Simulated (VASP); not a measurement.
# Pb (Fm-3m) in VASP: a series of runs, part 2 of 2

VASP 6.6.1.

### Step 3. Band structure, SCAN, spin-orbit coupling, no magnetisation

Input file INCAR:

```
ALGO = Normal
EDIFF = 1E-6
ENCUT = 520
GGA_COMPAT = F
ISIF = 2
ISMEAR = -1
LASPH = T
LCHARG = F
LMIXTAU = T
LORBIT = 11
LREAL = F
LSORBIT = T
LWAVE = F
MAGMOM = 0 0 0
METAGGA = SCAN
NBANDS = 25
NELM = 60
PREC = Accurate
SIGMA = 0.05
```

Input file KPOINTS:

```
k-points
0
Gamma
  7 7 7
```

Input file POSCAR:

```
Pb
1.0
    0.0000000000      2.4750200000      2.4750200000
    2.4750200000      0.0000000000      2.4750200000
    2.4750200000      2.4750200000      0.0000000000
Pb
1
Direct
    0.0000000000      0.0000000000      0.0000000000
```

Input file KPOINTS_OPT:

```
path GXWKGLUWLK,UX
20
line-mode
reciprocal
 0.0000000000  0.0000000000  0.0000000000  G
 0.5000000000  0.0000000000  0.5000000000  X

 0.5000000000  0.0000000000  0.5000000000  X
 0.5000000000  0.2500000000  0.7500000000  W

 0.5000000000  0.2500000000  0.7500000000  W
 0.3750000000  0.3750000000  0.7500000000  K

 0.3750000000  0.3750000000  0.7500000000  K
 0.0000000000  0.0000000000  0.0000000000  G

 0.0000000000  0.0000000000  0.0000000000  G
 0.5000000000  0.5000000000  0.5000000000  L

 0.5000000000  0.5000000000  0.5000000000  L
 0.6250000000  0.2500000000  0.6250000000  U

 0.6250000000  0.2500000000  0.6250000000  U
 0.5000000000  0.2500000000  0.7500000000  W

 0.5000000000  0.2500000000  0.7500000000  W
 0.5000000000  0.5000000000  0.5000000000  L

 0.5000000000  0.5000000000  0.5000000000  L
 0.3750000000  0.3750000000  0.7500000000  K

 0.6250000000  0.2500000000  0.6250000000  U
 0.5000000000  0.0000000000  0.5000000000  X
```

Potentials or basis: VASP PAW PBE potentials, release 64 (Pb_d).

Run with:

```
cat potpaw_PBE.64/Pb_d/POTCAR > POTCAR
mpirun -np 1 vasp_ncl > vasp.out
```

OUTCAR:

```text
EDIFF = 1E-6
   ENCUT = 520
   ISIF = 2
   ISMEAR = -1
   LASPH = T
   LORBIT = 11
   LREAL = F
   LSORBIT = T
   METAGGA = SCAN
   NELM = 60
   PREC = Accurate

 ion  position               nearest neighbor table
   1  0.000  0.000  0.000-

  LATTYP: Found a face centered cubic cell.
 ALAT       =     4.9500400000

  Lattice vectors:

 A1 = (   0.0000000000,   2.4750200000,   2.4750200000)
 A2 = (   2.4750200000,   0.0000000000,   2.4750200000)
 A3 = (   2.4750200000,   2.4750200000,   0.0000000000)

Analysis of symmetry for initial positions (statically):
=====================================================================
 Subroutine PRICEL returns:
 Original cell was already a primitive cell.

 Routine SETGRP: Setting up the symmetry group for a
 face centered cubic supercell.

 Subroutine GETGRP returns: Found 48 space group operations
 (whereof 48 operations were pure point group operations)
 out of a pool of 48 trial point group operations.

The static configuration has the point symmetry O_h .

Analysis of symmetry for dynamics (positions and initial velocities):
=====================================================================
 Subroutine PRICEL returns:
 Original cell was already a primitive cell.

 Routine SETGRP: Setting up the symmetry group for a
 face centered cubic supercell.

 Subroutine GETGRP returns: Found 48 space group operations
 (whereof 48 operations were pure point group operations)
 out of a pool of 48 trial point group operations.

The dynamic configuration has the point symmetry O_h .

Analysis of structural, dynamic, and magnetic symmetry:
=====================================================================
[... 157 lines left out ...]
 fundamental gap:      0.4805655708
 Fermi energy:         6.8449820523

 k-point     1 :       0.0000    0.0000    0.0000
  band No.  band energies     occupation
      1     -11.8341      1.00000
      2     -11.8341      1.00000
      3     -11.8341      1.00000
      4     -11.8341      1.00000
      5      -9.3674      1.00000
      6      -9.3674      1.00000
[... 549 lines left out ...]
     24      21.3890      0.00000
     25      21.8248      0.00000

------------------------ aborting loop because EDIFF is reached ----------------------------------------

  FORCE on cell =-STRESS in cart. coord.  units (eV):
  Direction    XX          YY          ZZ          XY          YZ          ZX
  --------------------------------------------------------------------------------------
  -------------------------------------------------------------------------------------
  Total        0.1922059      0.1922059      0.1922059     -0.0000000     -0.0000000      0.0000000
  in kB       10.1557313     10.1557313     10.1557313     -0.0000000     -0.0000000      0.0000000
  external PRESSURE =      10.1557313 kB  Pullay stress =       0.0000000 kB

 VOLUME and BASIS-vectors are now :
 -----------------------------------------------------------------------------
  energy-cutoff  :      520.00
  volume of cell :       30.32
      direct lattice vectors                 reciprocal lattice vectors
     0.000000000  2.475020000  2.475020000    -0.202018570  0.202018570  0.202018570
     2.475020000  0.000000000  2.475020000     0.202018570 -0.202018570  0.202018570
     2.475020000  2.475020000  0.000000000     0.202018570  0.202018570 -0.202018570

 POSITION                                       TOTAL-FORCE (eV/Angst)
 -----------------------------------------------------------------------------------
      0.00000      0.00000      0.00000         0.000000      0.000000     -0.000000
 -----------------------------------------------------------------------------------
    total drift:                               -0.000000     -0.000000     -0.000000

  FREE ENERGIE OF THE ION-ELECTRON SYSTEM (eV)
  ---------------------------------------------------
  free  energy   TOTEN  =       -76.3215706919 eV

  energy  without entropy=      -76.3188005257  energy(sigma->0) =      -76.32018561

 Spin-Orbit-Coupling matrix elements

 Ion:    1  E_soc:     -1.2056983
 l=   1
     0.0000000    -0.1356916    -0.1356916
    -0.1356916     0.0000000    -0.1356916
    -0.1356916    -0.1356916     0.0000000
 l=   2
     0.0000000    -0.0131033     0.0000000    -0.0131033    -0.0521549
    -0.0131033     0.0000000    -0.0391161    -0.0131033    -0.0130387
     0.0000000    -0.0391161     0.0000000    -0.0391161     0.0000000
    -0.0131033    -0.0131033    -0.0391161     0.0000000    -0.0130387
    -0.0521549    -0.0130387     0.0000000    -0.0130387     0.0000000
 l=   3
     0.0000000     0.0000000     0.0000000     0.0000000     0.0000000     0.0000000     0.0000000
     0.0000000     0.0000000     0.0000000     0.0000000     0.0000000     0.0000000     0.0000000
     0.0000000     0.0000000     0.0000000     0.0000000     0.0000000     0.0000000     0.0000000
     0.0000000     0.0000000     0.0000000     0.0000000     0.0000000     0.0000000     0.0000000
     0.0000000     0.0000000     0.0000000     0.0000000     0.0000000     0.0000000     0.0000000
     0.0000000     0.0000000     0.0000000     0.0000000     0.0000000     0.0000000     0.0000000
     0.0000000     0.0000000     0.0000000     0.0000000     0.0000000     0.0000000     0.0000000

 total charge

# of ion       s       p       d       tot
------------------------------------------
    1        1.440   0.767   9.797  12.004

 magnetization (x)

# of ion       s       p       d       tot
------------------------------------------
    1       -0.000   0.000  -0.000  -0.000

 magnetization (y)

# of ion       s       p       d       tot
------------------------------------------
    1        0.000   0.000  -0.000   0.000

 magnetization (z)

# of ion       s       p       d       tot
------------------------------------------
    1       -0.000   0.000  -0.000  -0.000
```

It took 16 min on 1 thread of Intel Xeon Platinum 8488C (Sapphire Rapids), shared host; peak memory 0.3 GiB.

What came out:

* Free energy: -76.3216 eV
* Pressure: 1.0 GPa
* Valence electrons inside the program's atomic spheres: Pb 12.00

Caveat: the PAW data sets were made with another functional, which shifts forces and pressure a little.
